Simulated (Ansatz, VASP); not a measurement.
## S: VASP beside Ansatz

The input INCAR:

```
SYSTEM = S
PREC = Accurate ; ENCUT = 520
EDIFF = 1E-6 ; ISMEAR = -1
SIGMA = 0.08 ; LREAL = .FALSE.
LASPH = .TRUE. ; NELM = 80
ALGO = Normal ; ISIF = 2
LWAVE = .FALSE. ; LCHARG = .FALSE.
GGA = PS ; NBANDS = 9
```

Contents of KPOINTS:

```
regular mesh
0
G
  18 18 18
  0 0 0
```

The input POSCAR:

```
S
1.0
    0.0000000000      1.4401132317      1.4401132317
    1.4401132317      0.0000000000      1.4401132317
    1.4401132317      1.4401132317      0.0000000000
S
1
Direct
    0.0000000000      0.0000000000      0.0000000000
```

Input for Ansatz:

```yaml
crystal:
  lattice:
    - [0.0, 1.4401132317, 1.4401132317]
    - [1.4401132317, 0.0, 1.4401132317]
    - [1.4401132317, 1.4401132317, 0.0]
  atoms:
    - { symbol: S, position: [0.0, 0.0, 0.0] }
kpoints:
  mp_grid: { grid: [18, 18, 18] }
scf:
  occupations: { method: fermi_dirac, width: 0.08 }
hamiltonian:
  xc: pbesol
  pseudopotentials: { kind: all_electron, datasets: crystal }
output:
  forces: true
  stress: true
  eigenvalues: true
```

Change from the starting cell: volume scaled by 0.4, crystal datasets.

Alike in both runs: task single point; functional PBEsol; k mesh 18 × 18 × 18; occupations fermi-dirac, width 0.08 eV; no spin polarisation.

|  | VASP | Ansatz |
| --- | --- | --- |
| version | VASP 6.6.1 | Ansatz 0.2.0 |
| potentials or method | VASP PAW PBE potentials, release 64 (S) | all-electron PAW with datasets made for the crystal, scalar-relativistic |
| plane-wave cutoff (eV) | 520 | see its input |

VASP gave:

```
pressure (GPa) : 510.8
```

Question: Estimate Ansatz's values.

Answer: Pressure (GPa): 518.1.

Ansatz ran all-electron here, so the differences hold the error of VASP's frozen core and of both bases.

Caveats: the cell as given lies far from equilibrium; so large a pressure means that the cell lies far from this level's equilibrium, or that cutoff or potentials fall short (VASP); the potentials were made for another functional, which shifts forces and pressure (VASP).
